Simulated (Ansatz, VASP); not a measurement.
KI in VASP and in Ansatz

The input INCAR:

```
ALGO = Normal
EDIFF = 1E-6
ENCUT = 520
ISIF = 2
ISMEAR = 0
LASPH = True
LCHARG = False
LREAL = False
LWAVE = False
NBANDS = 15
NELM = 100
PREC = Accurate
SIGMA = 0.05
```

The input KPOINTS:

```
k-points
0
Gamma
  6 6 6
```

Contents of POSCAR:

```
KI
1.0
    0.0000000000      3.5245500000      3.5245500000
    3.5245500000      0.0000000000      3.5245500000
    3.5245500000      3.5245500000      0.0000000000
K I
1 1
Direct
    0.0000000000      0.0000000000      0.0000000000
    0.5000000000      0.5000000000      0.5000000000
```

Input for Ansatz:

```yaml
crystal:
  lattice:
    - [0.0, 3.52455, 3.52455]
    - [3.52455, 0.0, 3.52455]
    - [3.52455, 3.52455, 0.0]
  atoms:
    - { symbol: K, position: [0.0, 0.0, 0.0] }
    - { symbol: I, position: [0.5, 0.5, 0.5] }
basis:
  ecutwfc: 420
kpoints:
  mp_grid: { grid: [6, 6, 6] }
hamiltonian:
  xc: lda
scf:
  occupations: { method: gaussian, width: 0.05 }
output:
  forces: true
  stress: true
  eigenvalues: true
```

Alike in both runs: task single point; functional LDA; k mesh 6 × 6 × 6; occupations gaussian, width 0.05 eV; no spin polarisation.

|  | VASP | Ansatz |
| --- | --- | --- |
| version | VASP 6.6.1 | Ansatz 0.2.0 |
| potentials or method | VASP PAW LDA potentials, release 64 (K_sv, I) | scalar-relativistic, plane waves, PAW |
| plane-wave cutoff (eV) | 520 | 420 |
| valence electrons in the cell | 16 | 26 |

|  | VASP | Ansatz | Ansatz less VASP |
| --- | --- | --- | --- |
| gap on the k mesh at the Fermi level (eV) | 3.63 | 3.62 | -0.009 |
| least direct gap on the mesh (eV) | 3.63 | 3.62 | -0.009 |
| pressure (GPa) | -1.2 | -1.2 | -0.02 |

The two sets of potentials don't hold the same shells in valence.

Caveats: spin-orbit coupling is left out, which moves the levels of the heavy elements.
